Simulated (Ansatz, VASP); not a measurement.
## Ga: VASP beside Ansatz

Contents of INCAR:

```
PREC = Accurate ; ENCUT = 520
EDIFF = 1E-7 ; ISMEAR = -1
SIGMA = 0.05 ; LREAL = F
LASPH = T ; NELM = 80
ALGO = Fast ; ISIF = 2
LWAVE = F ; LCHARG = F
GGA = PS ; NBANDS = 34
```

The input KPOINTS:

```
Automatic mesh
0
Gamma
  7 7 6
```

POSCAR

```
Ga
1.0
    2.2615000000     -3.8305000000      0.0000000000
    2.2615000000      3.8305000000      0.0000000000
    0.0000000000      0.0000000000      4.5240000000
Ga
4
Direct
    0.3451000000      0.6549000000      0.4190000000
    0.1549000000      0.8451000000      0.9190000000
    0.6549000000      0.3451000000      0.5810000000
    0.8451000000      0.1549000000      0.0810000000
```

input.yaml

```yaml
crystal:
  lattice:
    - [2.2615, -3.8305, 0.0]
    - [2.2615, 3.8305, 0.0]
    - [0.0, 0.0, 4.524]
  atoms:
    - { symbol: Ga, position: [0.3451, 0.6549, 0.419] }
    - { symbol: Ga, position: [0.1549, 0.8451, 0.919] }
    - { symbol: Ga, position: [0.6549, 0.3451, 0.581] }
    - { symbol: Ga, position: [0.8451, 0.1549, 0.081] }
kpoints:
  mp_grid: { grid: [7, 7, 6] }
  band_path:
    path:
      - [0.0, 0.0, 0.0]
      - [0.3371409438, 0.3371409438, 0.0]
      - [0.0, 0.5, 0.0]
      - [0.0, 0.5, 0.5]
      - [0.3371409438, 0.3371409438, 0.5]
      - [0.0, 0.0, 0.5]
      - [0.0, 0.0, 0.0]
      - [-0.5, 0.5, 0.0]
    npoints: 12
scf:
  occupations: { method: fermi_dirac, width: 0.05 }
hamiltonian:
  xc: pbesol
  pseudopotentials: { kind: all_electron, lapw: { basis_error: 0.002 } }
output:
  forces: true
  stress: true
  eigenvalues: true
```

Alike in both runs: functional PBEsol; k mesh 7 × 7 × 6; occupations fermi-dirac, width 0.05 eV; no spin polarisation.

|  | VASP | Ansatz |
| --- | --- | --- |
| version | VASP 6.6.1 | Ansatz 0.2.0 |
| potentials or method | VASP PAW PBE potentials, release 64 (Ga_d) | all-electron LAPW, scalar-relativistic |
| plane-wave cutoff (eV) | 520 | see its input |
| task | single point | band structure |

|  | VASP | Ansatz | Ansatz less VASP |
| --- | --- | --- | --- |
| gap on the k mesh at the Fermi level (eV) | none | none | - |
| pressure (GPa) | -1.5 | -1.5 | -0.05 |
| largest component of the traceless stress (GPa) | 0.85 | 0.85 | +0.005 |
| rms of the force components (eV/Å) | 0.069 | 0.071 | +0.0021 |

Atom by atom the forces differ by 0.002 eV/Å (rms over components). A gap of «none» marks a metal or a gap that the smearing closes. Ansatz ran all-electron here, so the differences hold the error of VASP's frozen core and of both bases.

Caveats: the PAW data sets were made with another functional, which shifts forces and pressure a little (VASP).
